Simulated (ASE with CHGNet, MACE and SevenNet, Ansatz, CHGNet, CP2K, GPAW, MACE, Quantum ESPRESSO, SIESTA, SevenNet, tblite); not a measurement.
## Machine-learned potentials on hcp Mg, size series (64 atoms): settings against a plane-wave reference

Wanted: machine-learned potentials inputs and outputs for hcp Mg, size series (64 atoms), checked against a plane-wave reference.

Program: ASE with CHGNet, MACE and SevenNet. Level of theory: the method is named at each step. Results are calculated unless marked as measured.

## Step 1: The starting structure

The cell holds 64 atoms: 64 Mg. Cell: a = 12.836 Å, b = 12.836 Å, c = 10.422 Å, α = 90.0°, β = 90.0°, γ = 120.0°. It derives from Mg (hcp), repeated 4×4×2. Hcp Mg (a = 3.209 Å, c = 5.211 Å), 4 x 4 x 2 conventional cells; every coordinate displaced by a Gaussian of 0.03 Å. Then every atom was moved at random, 0.05 Å r.m.s. a Cartesian component.

The yardstick, on the same geometry:

```
method                 : Kohn-Sham DFT, PBE, SSSP efficiency 1.3.0 pseudopotentials, plane waves (Quantum ESPRESSO 7.5); sssp-pbe-1.3.0-efficiency, cutoffs 45/360 Ry, Γ point
r.m.s. force component : 0.1692 eV/Å
longest force          : 0.5443 eV/Å
pressure               : -0.5073 GPa
time                   : 53 s on 4 MPI ranks of Arm Neoverse V1, shared host
CPU time               : 3.5 min
```

## Step 2: CHGNet r2SCAN potential

Method: machine-learned interatomic potential CHGNet r2SCAN, trained on r2SCAN plane-wave data.

run.py

```python
import numpy as np
from ase.io import read
import mlip  # loads the published weights by name

atoms = read("structure.xyz")
atoms.calc = mlip.calc("chgnet-r2scan")
energy = atoms.get_potential_energy()
forces = atoms.get_forces()
print(f"energy {energy:.6f} eV")
print("forces (eV/A)")
for i, (a, f) in enumerate(zip(atoms, forces)):
    print(f"{i:4d} {a.symbol:2s} {f[0]:10.5f} {f[1]:10.5f} {f[2]:10.5f}")
stress = -atoms.get_stress(voigt=False) * 160.21766
print("stress (GPa, compression positive)")
for row in stress:
    print(" ".join(f"{x:10.4f}" for x in row))
```

structure.xyz

```xyz
64
Lattice="12.83600 0.00000 0.00000 -6.41800 11.11630 0.00000 0.00000 0.00000 10.42200" Properties=species:S:1:pos:R:3 pbc="T T T"
Mg 6.37205 11.11052 10.41856
Mg -0.06116 1.82185 2.45261
Mg 6.36916 11.11019 5.21902
Mg -0.00180 1.91556 7.81056
Mg -1.62921 2.84566 0.02908
Mg -1.58101 4.62194 2.63708
Mg -1.54199 2.73417 5.17484
Mg -1.66034 4.64128 7.74125
Mg -3.26509 5.65709 10.34154
Mg -3.23936 7.31219 2.60289
Mg 9.59728 5.49534 5.16368
Mg -3.13879 7.39234 7.85266
Mg 8.01191 8.32044 10.34613
Mg -4.76286 10.19331 2.50951
Mg -4.80599 8.34756 5.10782
Mg -4.84238 10.24367 7.96741
Mg 3.29596 0.00656 10.40293
Mg 3.22415 1.85375 2.54401
Mg -3.13577 11.08617 5.22538
Mg 3.22729 1.78072 7.84579
Mg 1.61034 2.81320 10.37437
Mg 1.63646 4.48298 2.67616
Mg 1.53358 2.79275 5.21579
Mg 1.63659 4.52878 7.82828
Mg -0.08883 5.62618 0.00115
Mg -0.00937 7.43191 2.63708
Mg 0.04891 5.48789 5.28448
Mg 0.04088 7.39001 7.81567
Mg -1.69974 8.30321 0.01073
Mg -1.60071 10.18664 2.64854
Mg -1.66541 8.34779 5.13190
Mg -1.45753 10.19898 7.83067
Mg 0.02824 11.09029 0.03794
Mg 6.38097 1.90878 2.58872
Mg 6.31448 0.00145 5.19068
Mg 6.45137 1.88377 7.89175
Mg 4.72057 2.72594 10.38886
Mg 4.80323 4.52767 2.48763
Mg 4.83198 2.75417 5.24174
Mg 4.84636 4.60682 7.71374
Mg 3.29308 5.58105 0.02460
Mg 3.28794 7.47616 2.55933
Mg 3.21189 5.51068 5.22101
Mg 3.16285 7.37022 7.82244
Mg 1.57382 8.21806 0.09119
Mg 1.71919 10.24111 2.54568
Mg 1.63986 8.21061 5.12950
Mg 1.59994 10.18798 7.76210
Mg 3.24167 11.10107 0.11641
Mg 9.62418 1.80818 2.60685
Mg 9.55191 0.08115 5.23591
Mg 9.67449 1.80929 7.91270
Mg 8.05985 2.76462 0.06847
Mg 8.03713 4.59370 2.57090
Mg 8.10285 2.83377 5.26384
Mg 7.89748 4.57280 7.74855
[... 4 atom lines left out ...]
Mg 4.80952 8.23273 0.00542
Mg 4.74720 10.18487 2.57872
Mg 4.77101 8.26853 5.19182
Mg 4.92896 10.15930 7.81254
```

Started as:

```
> OMP_NUM_THREADS=1 python run.py > output.txt
```

What it wrote:

```text
CHGNet vr2scan initialized with 412,525 parameters
CHGNet will run on cpu
energy -264.609314 eV
forces (eV/A)
   0 Mg    0.01434    0.00213   -0.00437
   1 Mg    0.04838   -0.00234    0.10722
   2 Mg    0.04477   -0.02294   -0.02726
   3 Mg   -0.01334   -0.05881    0.01370
   4 Mg    0.00624   -0.00208   -0.04498
   5 Mg    0.00812    0.00312   -0.01427
   6 Mg   -0.05943    0.01996    0.00436
   7 Mg    0.01236   -0.02870    0.05487
   8 Mg    0.04454   -0.12635    0.03817
   9 Mg    0.01590    0.05360   -0.02604
  10 Mg    0.03158    0.06684    0.03038
  11 Mg   -0.04637    0.04749   -0.10777
  12 Mg   -0.03693    0.02171    0.04830
  13 Mg   -0.02840   -0.01116    0.04405
  14 Mg   -0.03150    0.00220    0.05915
  15 Mg    0.05364   -0.03381   -0.13512
  16 Mg   -0.04248   -0.03883    0.02593
  17 Mg   -0.02508   -0.06142    0.05617
  18 Mg   -0.10900    0.02690    0.00619
  19 Mg    0.00100    0.03082   -0.06439
  20 Mg   -0.02660   -0.02062    0.04838
  21 Mg   -0.03337    0.11016   -0.06670
  22 Mg    0.08394   -0.08758    0.00578
  23 Mg    0.00907    0.09401   -0.00053
[...]
56 Mg   -0.10054   -0.00206    0.02221
  57 Mg   -0.00231    0.01808   -0.00155
  58 Mg   -0.00616   -0.03080   -0.05769
  59 Mg    0.05426   -0.00002    0.05326
  60 Mg    0.03287    0.08755   -0.05008
  61 Mg    0.12208   -0.01472    0.06468
  62 Mg    0.02826    0.05851   -0.00743
  63 Mg   -0.11248    0.01002    0.00303
stress (GPa, compression positive)
   -0.6761     0.0195     0.0033
    0.0195    -0.6812    -0.0077
    0.0033    -0.0077    -0.7137
```

Run time: 5.3 s. Hardware: 1 thread of Arm Neoverse V1, shared host; peak memory 0.56 GiB.

Banners, paths, timers and routine set-up lines are dropped from the logs unmarked, and long logs keep their key lines alone; longer cuts are marked.

Against the reference:

```
r.m.s. force component                  : 0.05305 eV/Å
r.m.s. difference of force components   : 118.2 meV/Å
longest difference of force vectors     : 395 meV/Å
force difference over r.m.s. force      : 69.84 %
slope of forces against the reference's : 0.3053
correlation of force components         : 0.9735
pressure                                : -0.6903 GPa
pressure difference                     : -0.183 GPa
```

The surroundings of Mg38, picked at random, nearest first, numbered as they follow in the input and with coordinates relative to it.

| atom | x | y | z | distance (Å) | bonds | Fx | Fy | Fz (eV/Å) |
| --- | --- | --- | --- | --- | --- | --- | --- | --- |
| Mg38 | 0.00 | 0.00 | 0.00 | 0.00 | 12 | 0.023 | 0.091 | 0.072 |
| Mg34 | 1.58 | -2.62 | 0.10 | 3.06 | 12 | 0.033 | -0.075 | 0.020 |
| Mg41 | -1.51 | 1.05 | -2.46 | 3.08 | 12 | -0.063 | -0.060 | -0.041 |
| Mg37 | -0.08 | -1.80 | -2.52 | 3.10 | 12 | 0.095 | 0.047 | -0.015 |
| Mg18 | -1.58 | -2.67 | 0.06 | 3.11 | 12 | -0.025 | -0.061 | 0.056 |
| Mg22 | -3.17 | -0.04 | 0.19 | 3.17 | 12 | -0.033 | 0.110 | -0.067 |
| Mg54 | 3.23 | 0.07 | 0.08 | 3.24 | 12 | -0.005 | 0.013 | 0.024 |
| Mg57 | 1.72 | 1.01 | -2.56 | 3.24 | 12 | -0.101 | -0.002 | 0.022 |
| Mg58 | 1.63 | 2.82 | 0.07 | 3.26 | 12 | -0.002 | 0.018 | -0.002 |
| Mg39 | 0.03 | -1.77 | 2.75 | 3.28 | 12 | -0.014 | 0.008 | -0.036 |
| Mg43 | -1.59 | 0.98 | 2.73 | 3.31 | 12 | 0.011 | -0.006 | -0.031 |
| Mg42 | -1.52 | 2.95 | 0.07 | 3.32 | 12 | -0.054 | -0.093 | 0.045 |
| Mg59 | 1.62 | 1.06 | 2.70 | 3.32 | 12 | -0.006 | -0.031 | -0.058 |

Atoms are counted from 1 here, from 0 in the log.

Forces lie 70 % from the reference's, at 0.021 times its CPU time (on 1 against 4 cores).

## Step 3: MACE MPA-0 medium potential

Method: machine-learned interatomic potential MACE MPA-0 medium, trained on PBE(+U) plane-wave data.

Changes to run.py since step 2:

```diff
@@ -5,3 +5,3 @@
 atoms = read("structure.xyz")
-atoms.calc = mlip.calc("chgnet-r2scan")
+atoms.calc = mlip.calc("mace-mpa-0-medium")
 energy = atoms.get_potential_energy()
```

structure.xyz is that of step 2.

What it wrote:

```text
energy -101.732077 eV
forces (eV/A)
   0 Mg    0.06232    0.01727   -0.00988
   1 Mg    0.13893   -0.01067    0.28886
   2 Mg    0.12880   -0.04284   -0.08832
   3 Mg   -0.03328   -0.14055    0.03431
   4 Mg    0.01333   -0.01581   -0.11407
   5 Mg   -0.02316    0.00327   -0.06544
   6 Mg   -0.14782    0.03567    0.02662
   7 Mg    0.03716   -0.06896    0.13849
   8 Mg    0.09661   -0.31997    0.11555
   9 Mg    0.04771    0.15288   -0.08229
  10 Mg    0.08414    0.16073    0.08900
  11 Mg   -0.17514    0.10744   -0.28758
  12 Mg   -0.07136    0.04803    0.13106
  13 Mg   -0.10461   -0.04090    0.13272
  14 Mg   -0.05838    0.01527    0.19906
  15 Mg    0.18034   -0.11263   -0.38944
  16 Mg   -0.13719   -0.06911    0.05989
  17 Mg   -0.07998   -0.13424    0.15933
  18 Mg   -0.29775    0.07168    0.02045
  19 Mg   -0.00377    0.09246   -0.14575
  20 Mg   -0.06421   -0.07738    0.09921
  21 Mg   -0.08843    0.34860   -0.19399
  22 Mg    0.22951   -0.23998   -0.02514
  23 Mg   -0.00619    0.22352    0.04046
[...]
56 Mg   -0.25419   -0.04464    0.04157
  57 Mg   -0.01329    0.07528   -0.00895
  58 Mg   -0.02093   -0.10128   -0.16460
  59 Mg    0.15799   -0.01128    0.11817
  60 Mg    0.06890    0.22169   -0.11550
  61 Mg    0.31353   -0.04995    0.15565
  62 Mg    0.05056    0.17058   -0.01512
  63 Mg   -0.32194    0.01705    0.02482
stress (GPa, compression positive)
   -0.5403     0.0477     0.0035
    0.0477    -0.5341    -0.0110
    0.0035    -0.0110    -0.5574
```

Run time: 9 s. Hardware: 1 thread; peak memory 0.79 GiB.

Numbers from this run, and their distance from the reference:

| Quantity | Value |
| --- | --- |
| r.m.s. force component | 0.1442 eV/Å |
| r.m.s. difference of force components | 37.95 meV/Å |
| longest difference of force vectors | 134 meV/Å |
| force difference over r.m.s. force | 22.43 % |
| slope of forces against the reference's | 0.8381 |
| correlation of force components | 0.9833 |
| pressure | -0.5439 GPa |
| pressure difference | -0.0366 GPa |

Against the first run (70 %), the force difference from the reference is 22 %, at 2.0 times the CPU time.

## Step 4: SevenNet 0 potential

Method: machine-learned interatomic potential SevenNet 0, trained on PBE(+U) plane-wave data.

Changes to run.py since step 3:

```diff
@@ -5,3 +5,3 @@
 atoms = read("structure.xyz")
-atoms.calc = mlip.calc("mace-mpa-0-medium")
+atoms.calc = mlip.calc("7net-0")
 energy = atoms.get_potential_energy()
```

structure.xyz is that of step 3.

What it wrote:

```text
energy -102.052353 eV
forces (eV/A)
   0 Mg    0.05363    0.00598   -0.01157
   1 Mg    0.12201   -0.01874    0.25324
   2 Mg    0.12574   -0.04186   -0.07633
   3 Mg   -0.02647   -0.11948    0.02633
   4 Mg    0.01412    0.00629   -0.10388
   5 Mg   -0.00885   -0.00085   -0.06064
   6 Mg   -0.12778    0.03311    0.02576
   7 Mg    0.02888   -0.06410    0.11946
   8 Mg    0.08257   -0.28230    0.10709
   9 Mg    0.03427    0.13134   -0.06885
  10 Mg    0.07877    0.14725    0.07529
  11 Mg   -0.14902    0.09581   -0.26173
  12 Mg   -0.06662    0.05375    0.10645
  13 Mg   -0.09302   -0.03376    0.12203
  14 Mg   -0.05839    0.02435    0.16890
  15 Mg    0.15912   -0.09485   -0.34445
  16 Mg   -0.12272   -0.07356    0.05379
  17 Mg   -0.06962   -0.12084    0.13938
  18 Mg   -0.27398    0.06308    0.01871
  19 Mg   -0.00387    0.07156   -0.13523
  20 Mg   -0.06045   -0.05509    0.09309
  21 Mg   -0.07947    0.30076   -0.16808
  22 Mg    0.19925   -0.21808   -0.02168
  23 Mg    0.00046    0.19817    0.04201
[...]
56 Mg   -0.21874   -0.05178    0.03541
  57 Mg   -0.01245    0.06242   -0.01123
  58 Mg   -0.01420   -0.09048   -0.14523
  59 Mg    0.13532    0.00235    0.10006
  60 Mg    0.05778    0.18632   -0.10716
  61 Mg    0.29431   -0.03783    0.14322
  62 Mg    0.04905    0.14639   -0.01311
  63 Mg   -0.27482    0.01515    0.02470
stress (GPa, compression positive)
   -0.3090     0.0246    -0.0026
    0.0246    -0.3047    -0.0100
   -0.0026    -0.0100    -0.2135
```

It took 8.9 s on 1 thread; peak memory 0.66 GiB.

Numbers from this run, and their distance from the reference:

- r.m.s. force component: 0.1273 eV/Å
- r.m.s. difference of force components: 49.16 meV/Å
- longest difference of force vectors: 165.3 meV/Å
- force difference over r.m.s. force: 29.06 %
- slope of forces against the reference's: 0.7408
- correlation of force components: 0.9847
- pressure: -0.2757 GPa
- pressure difference: 0.2316 GPa

Against the first run (70 %), the force difference from the reference is 29 %, at 2.0 times the CPU time.

## Step 5: The ladder

Differences are against the plane-wave reference, forces as r.m.s. over components; share is that over the reference's r.m.s. force, slope the least-squares factor from reference forces to these. Total energies of different programs have different zeros and aren't compared.

| run | Δ force, r.m.s. (meV/Å) | share (%) | slope | Δ pressure (GPa) | cores | CPU time | memory (GiB) |
| --- | --- | --- | --- | --- | --- | --- | --- |
| reference | - | - | - | - | 4 | 3.5 min | 2.6 |
| CHGNet r2SCAN potential | 118 | 69.8 | 0.305 | -0.183 | 1 | 4.3 s | 0.56 |
| MACE MPA-0 medium potential | 38.0 | 22.4 | 0.838 | -0.0366 | 1 | 8.5 s | 0.79 |
| SevenNet 0 potential | 49.2 | 29.1 | 0.741 | 0.232 | 1 | 8.5 s | 0.66 |

Times of the machine-learned potentials are mostly Python's start and the loading of weights.

CPU time is summed over cores on a shared host, where runs went side by side, so it is rough. Symmetry, cutoffs, thresholds, outputs and thread counts weren't matched or tuned between programs; memory under MPI is the largest rank's times the ranks.

## Step 6: Summary of results

```json
{
 "nearest in forces": "MACE MPA-0 medium potential, 22 %",
 "its CPU time": "8.5 s"
}
```

Machine-learned potentials differ by 22 % (MACE MPA-0 medium potential) to 70 % (CHGNet r2SCAN potential); they were trained on other programs' data, some at another functional. Among those trained on PBE data the slope goes as low as 0.74. The reference's pressure holds the uncorrected Pulay stress of its 45 Ry basis, so small pressure differences, and their order, may be the reference's own error. Machine-learned potentials mimic data converged in k, so the reference's own k-point error enters their differences. The electronic-structure runs sample only Γ, in a cell whose shortest periodic width is 10 Å, which is coarse for a cell with partly filled levels.

[Also dropped from logs without a mark: logging warnings of Python, and SIESTA's first energy breakdown and zero terms.]

[Logs are printed without paths, hosts, clocks, repeated set-up lines and the standing remarks that a program may print on its own settings, such as how far it seeks lower states.]

[Hosts, paths, dates, database ids (printed as entryN), source tags and the programs' standing remarks are cut or masked in the printed files.]
